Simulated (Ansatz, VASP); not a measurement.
## One calculation of SiC, two programs

The input INCAR:

```
SYSTEM = SiC
PREC     = Accurate       ! precision mode
ENCUT    = 520            ! plane-wave cutoff, eV
EDIFF    = 1E-6           ! SCF threshold, eV
ISMEAR   = 0              ! smearing method
SIGMA    = 0.05           ! smearing width, eV
LREAL    = .False.        ! projectors in reciprocal space
LASPH    = .True.         ! aspherical terms in the spheres
NELM     = 100            ! most SCF steps
ALGO     = Normal         ! electronic algorithm
ISIF     = 2              ! what is computed and relaxed
LWAVE    = .False.        ! write WAVECAR
LCHARG   = .False.        ! write CHGCAR
GGA      = PS             ! functional
NBANDS   = 26             ! bands
```

The input KPOINTS:

```
Automatic mesh
0
Gamma
  12 12 4
  0 0 0
```

Contents of POSCAR:

```
SiC
1.0
    3.0780670649      0.0000000000      0.0000000000
   -1.5390335324      2.6656842728      0.0000000000
    0.0000000000      0.0000000000     10.6132000000
Si C
4 4
Direct
    0.6666666667      0.3333333333      0.9378278494
    0.3333333333      0.6666666667      0.4378278494
    0.0000000000      0.0000000000      0.6878973398
    0.0000000000      0.0000000000      0.1878973398
    0.6666666667      0.3333333333      0.7498191768
    0.3333333333      0.6666666667      0.2498191768
    0.0000000000      0.0000000000      0.5004546340
    0.0000000000      0.0000000000      0.0004546340
```

Input for Ansatz:

```yaml
crystal:
  lattice:
    - [3.0780670649, 0.0, 0.0]
    - [-1.5390335324, 2.6656842728, 0.0]
    - [0.0, 0.0, 10.6132]
  atoms:
    - { symbol: Si, position: [0.6666666667, 0.3333333333, 0.9378278494] }
    - { symbol: Si, position: [0.3333333333, 0.6666666667, 0.4378278494] }
    - { symbol: Si, position: [0.0, 0.0, 0.6878973398] }
    - { symbol: Si, position: [0.0, 0.0, 0.1878973398] }
    - { symbol: C, position: [0.6666666667, 0.3333333333, 0.7498191768] }
    - { symbol: C, position: [0.3333333333, 0.6666666667, 0.2498191768] }
    - { symbol: C, position: [0.0, 0.0, 0.500454634] }
    - { symbol: C, position: [0.0, 0.0, 0.000454634] }
basis:
  ecutwfc: 520.0
kpoints:
  mp_grid: { grid: [12, 12, 4] }
hamiltonian:
  xc: pbesol
  pseudopotentials: { kind: paw, azcp: { folder: soft_1 } }
scf:
  occupations: { method: gaussian, width: 0.05 }
output:
  forces: true
  stress: true
  eigenvalues: true
```

Alike in both runs: task single point; functional PBEsol; k mesh 12 × 12 × 4; occupations gaussian, width 0.05 eV; no spin polarisation.

|  | VASP | Ansatz |
| --- | --- | --- |
| version | VASP 6.6.1 | Ansatz 0.2.0 |
| potentials or method | VASP PAW PBE potentials, release 64 (Si, C) | scalar-relativistic, plane waves, PAW |
| plane-wave cutoff (eV) | 520 | 520 |
| valence electrons in the cell | 32 | 32 |

```csv
,VASP,Ansatz,Ansatz less VASP
gap on the k mesh at the Fermi level (eV),1.84,1.85,+0.009
least direct gap on the mesh (eV),3.10,3.11,+0.012
pressure (GPa),-9.3,-9.6,-0.33
largest component of the traceless stress (GPa),16.02,15.88,-0.137
rms of the force components (eV/Å),0.140,0.136,-0.0043
```

Atom by atom the forces differ by 0.004 eV/Å (rms over components). Ansatz warned: «pseudo_functional_mismatch».

Caveats: the PAW data sets were made with another functional, which shifts forces and pressure a little (VASP). A k mesh can miss the band edges. As with any semilocal functional, this PBEsol gap is likely too small.
